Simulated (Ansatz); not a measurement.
**HgTe (Coloradoite) under changes of volume**

One of the cells (33.215 Å³/atom); the others are scaled copies at fixed shape and fractional positions:

```xyz
2
Lattice="0.0000 3.2145 3.2145 3.2145 0.0000 3.2145 3.2145 3.2145 0.0000" Properties=species:S:1:pos:R:3 pbc="T T T"
Hg    0.0000    0.0000    0.0000
Te    4.8217    4.8217    4.8217
```

* Program: Ansatz 0.2.0
* Functional: r2SCAN0
* Potentials or basis: Ansatz PAW
* Cutoff: 500 eV (not typed: the program's choice for these potentials)
* k mesh: 4 × 4 × 4
* Occupations: fermi-dirac, width 0.05 eV
* Spin: no spin polarisation

```tsv
volume (Å³/atom)	energy over the lowest point (meV/atom)	pressure (GPa)	gap on the mesh (eV)
31.223	63.47	6.3	1.09
31.887	40.31	4.8	1.02
32.551	23.02	3.5	0.96
33.215	10.86	2.3	0.89
33.880	?	?	?
34.544	0.00	0.3	0.76
35.208	0.29	-0.5	0.70
```

Q: What does the run at 33.880 Å³/atom give?

A: Energy over the lowest point 3.36 meV/atom; pressure 1.3 GPa; gap on the mesh 0.82 eV.

Worked out: A Birch-Murnaghan fit of order 3 (a polynomial in V^(-2/3)) to the other rows has its minimum at 34.82 Å³/atom with B0 = V·E''(V) = 44 GPa and B' = 5.0. It gives 3.37 meV/atom at 33.880 Å³/atom, against the run's 3.36, and -dE/dV = 1.3 GPa, against 1.3. A straight line through the other rows of the gap, of slope -3.26 eV per unit of ln V (its deformation potential), gives 0.83 eV, against the run's 0.82.

Energies are extrapolated to zero smearing.

Caveats: some runs use coarse meshes; spin-orbit coupling is left out, which moves the levels of the heavy elements; the PAW data sets come from PBE, with cores solved anew for the run's functional, which leaves a small shift of forces and pressure; the thresholds are loose for stress.
